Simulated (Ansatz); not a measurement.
Relaxing Si3Ge

All numbers below come from DFT r2SCAN, scalar-relativistic, plane waves, PAW (Ansatz). Cutoff 500 eV, Γ-centred k mesh, Gaussian smearing, no spin polarisation in the final step.

Si3Ge was placed on the Cu3Au (L1_2) structure type (Pm-3m, No. 221), with Ge in place of Au, Si in place of Cu, at a guessed volume.

```xyz
4
Lattice="3.9365 0.0000 0.0000 0.0000 3.9365 0.0000 0.0000 0.0000 3.9365" Properties=species:S:1:pos:R:3 pbc="T T T"
Si    0.0000    1.9682    1.9682
Si    1.9682    0.0000    1.9682
Si    1.9682    1.9682    0.0000
Ge    0.0000    0.0000    0.0000
```

Cell and atoms relax at zero pressure; the relaxation can't lower the symmetry of the start.

Formation energies are uncorrected and refer to the elements' standard structures at the same level.

(1) Which crystal results?

(2) What are its volume, energy, density and gap?

## Answers

(1) It keeps Pm-3m (No. 221). The result has the Cu3Au (L1_2) structure. Conventional cell: a = 3.957 Å. Si has 4 Ge at 2.80 Å and 8 Si at 2.80 Å; around Ge lie 12 Si at 2.80 Å.

```
Si Ge
1.0
     3.95692    0.00000    0.00000
     0.00000    3.95692    0.00000
     0.00000    0.00000    3.95692
Si Ge
3 1
Cartesian
  0.0000 1.9785 1.9785
  1.9785 0.0000 1.9785
  1.9785 1.9785 0.0000
  0.0000 0.0000 0.0000
```

(2) The volume per atom is 15.49 Å³. The density is 4.20 g/cm³ and the energy over the elements is 0.79 eV/atom. The gap on the 12×12×12 mesh is 0 eV (a metal).

The final run used a 12×12×12 mesh on its 4-atom cell and 0.10 eV smearing. The k mesh leaves about 4 meV/atom of noise in metals. A later test with randomly moved atoms lowered the energy by 354 meV/atom on a coarse mesh, so it isn't stable against such moves and is likely a saddle point held by symmetry.

Cost: 5 runs of about 14 core-minutes in all, on Intel Xeon 6975P-C (Granite Rapids) (shared hosts).